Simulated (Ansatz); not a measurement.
# SiO2: the cost of one run

Computed with Ansatz 0.2.0 (DFT PBE, scalar-relativistic, plane waves, PAW, unless a step's input says otherwise).

## Step 1: Starting point

The structure is tetragonal, space group I-42d (No. 122). The conventional cell has a = 4.748 Å, b = 4.748 Å, c = 7.488 Å, α = 90.00°, β = 90.00°, γ = 90.00°. Around Si (site symmetry -4) lie 4 O at 1.62 Å. Around O (site symmetry 2) lie 2 Si at 1.62 Å.

Structure file:

```
Si O
1.0
     9.49620    0.00000    0.00000
     0.00000    9.49620    0.00000
    -4.74810   -4.74810    7.48800
Si O
16 32
Direct
  0.00000 0.00000 0.00000
  0.00000 0.00000 0.50000
  0.50000 0.00000 0.50000
  0.50000 0.00000 0.00000
  0.00000 0.50000 0.50000
  0.00000 0.50000 0.00000
  0.50000 0.50000 0.00000
  0.50000 0.50000 0.50000
  0.12500 0.37500 0.25000
  0.12500 0.37500 0.75000
  0.62500 0.37500 0.75000
  0.62500 0.37500 0.25000
  0.12500 0.87500 0.75000
  0.12500 0.87500 0.25000
  0.62500 0.87500 0.25000
  0.62500 0.87500 0.75000
  0.31250 0.49919 0.37500
  0.31250 0.49919 0.87500
  0.81250 0.49919 0.87500
  0.81250 0.49919 0.37500
  0.31250 0.99919 0.87500
  0.31250 0.99919 0.37500
  0.81250 0.99919 0.37500
  0.81250 0.99919 0.87500
  0.12419 0.18750 0.12500
  0.12419 0.18750 0.62500
  0.62419 0.18750 0.62500
  0.62419 0.18750 0.12500
  0.12419 0.68750 0.62500
  0.12419 0.68750 0.12500
  0.62419 0.68750 0.12500
  0.62419 0.68750 0.62500
  0.06250 0.37581 0.37500
  0.06250 0.37581 0.87500
  0.56250 0.37581 0.87500
  0.56250 0.37581 0.37500
  0.06250 0.87581 0.87500
  0.06250 0.87581 0.37500
  0.56250 0.87581 0.37500
  0.56250 0.87581 0.87500
  0.00081 0.43750 0.12500
  0.00081 0.43750 0.62500
  0.50081 0.43750 0.62500
  0.50081 0.43750 0.12500
  0.00081 0.93750 0.62500
  0.00081 0.93750 0.12500
  0.50081 0.93750 0.12500
  0.50081 0.93750 0.62500
```

The runs take a perfect supercell of 48 atoms; the defect goes to fractional position (0.000, 0.000, 0.000).

## Step 2: The perfect supercell

The input, input.yaml:

```yaml
crystal:
  lattice:
    - [9.4962, 0.0, 0.0]
    - [0.0, 9.4962, 0.0]
    - [-4.7481, -4.7481, 7.488]
  atoms:
    - { symbol: Si, position: [0.0, 0.0, 0.0] }
    - { symbol: Si, position: [0.0, 0.0, 0.5] }
    - { symbol: Si, position: [0.5, 0.0, 0.5] }
    - { symbol: Si, position: [0.5, 0.0, 0.0] }
    - { symbol: Si, position: [0.0, 0.5, 0.5] }
    - { symbol: Si, position: [0.0, 0.5, 0.0] }
    - { symbol: Si, position: [0.5, 0.5, 0.0] }
    - { symbol: Si, position: [0.5, 0.5, 0.5] }
    - { symbol: Si, position: [0.125, 0.375, 0.25] }
    - { symbol: Si, position: [0.125, 0.375, 0.75] }
    - { symbol: Si, position: [0.625, 0.375, 0.75] }
    - { symbol: Si, position: [0.625, 0.375, 0.25] }
    - { symbol: Si, position: [0.125, 0.875, 0.75] }
    - { symbol: Si, position: [0.125, 0.875, 0.25] }
    - { symbol: Si, position: [0.625, 0.875, 0.25] }
    - { symbol: Si, position: [0.625, 0.875, 0.75] }
    - { symbol: O, position: [0.3125, 0.49919, 0.375] }
    - { symbol: O, position: [0.3125, 0.49919, 0.875] }
    - { symbol: O, position: [0.8125, 0.49919, 0.875] }
    - { symbol: O, position: [0.8125, 0.49919, 0.375] }
    - { symbol: O, position: [0.3125, 0.99919, 0.875] }
    - { symbol: O, position: [0.3125, 0.99919, 0.375] }
    - { symbol: O, position: [0.8125, 0.99919, 0.375] }
    - { symbol: O, position: [0.8125, 0.99919, 0.875] }
    - { symbol: O, position: [0.12419, 0.1875, 0.125] }
    - { symbol: O, position: [0.12419, 0.1875, 0.625] }
    - { symbol: O, position: [0.62419, 0.1875, 0.625] }
    - { symbol: O, position: [0.62419, 0.1875, 0.125] }
    - { symbol: O, position: [0.12419, 0.6875, 0.625] }
    - { symbol: O, position: [0.12419, 0.6875, 0.125] }
    - { symbol: O, position: [0.62419, 0.6875, 0.125] }
    - { symbol: O, position: [0.62419, 0.6875, 0.625] }
    - { symbol: O, position: [0.0625, 0.37581, 0.375] }
    - { symbol: O, position: [0.0625, 0.37581, 0.875] }
    - { symbol: O, position: [0.5625, 0.37581, 0.875] }
    - { symbol: O, position: [0.5625, 0.37581, 0.375] }
    - { symbol: O, position: [0.0625, 0.87581, 0.875] }
    - { symbol: O, position: [0.0625, 0.87581, 0.375] }
    - { symbol: O, position: [0.5625, 0.87581, 0.375] }
    - { symbol: O, position: [0.5625, 0.87581, 0.875] }
    - { symbol: O, position: [0.00081, 0.4375, 0.125] }
    - { symbol: O, position: [0.00081, 0.4375, 0.625] }
    - { symbol: O, position: [0.50081, 0.4375, 0.625] }
    - { symbol: O, position: [0.50081, 0.4375, 0.125] }
    - { symbol: O, position: [0.00081, 0.9375, 0.625] }
    - { symbol: O, position: [0.00081, 0.9375, 0.125] }
    - { symbol: O, position: [0.50081, 0.9375, 0.125] }
    - { symbol: O, position: [0.50081, 0.9375, 0.625] }
basis:
  ecutwfc: 420
  fft_grid_basis: typed
kpoints:
  mp_grid: { grid: [2, 2, 2] }
hamiltonian:
  xc: pbe
  pseudopotentials: { kind: paw }
scf:
  occupations: { method: gaussian, width: 0.05 }
output:
  forces: true
  stress: false
  eigenvalues: true
  bader: false
  write_density: true
  volumetric_format: npy
```

On the command line:

```console
$ ansatz run input.yaml --threads 4 --pin off --max-ram 10240MiB --backend cpu --events-out ev --progress --plain --runs-dir out
```

Q: Estimate wall time and peak memory on 4 threads of Arm Neoverse V1, shared host.

About 7.6 s, with a peak of 2.3 GiB.
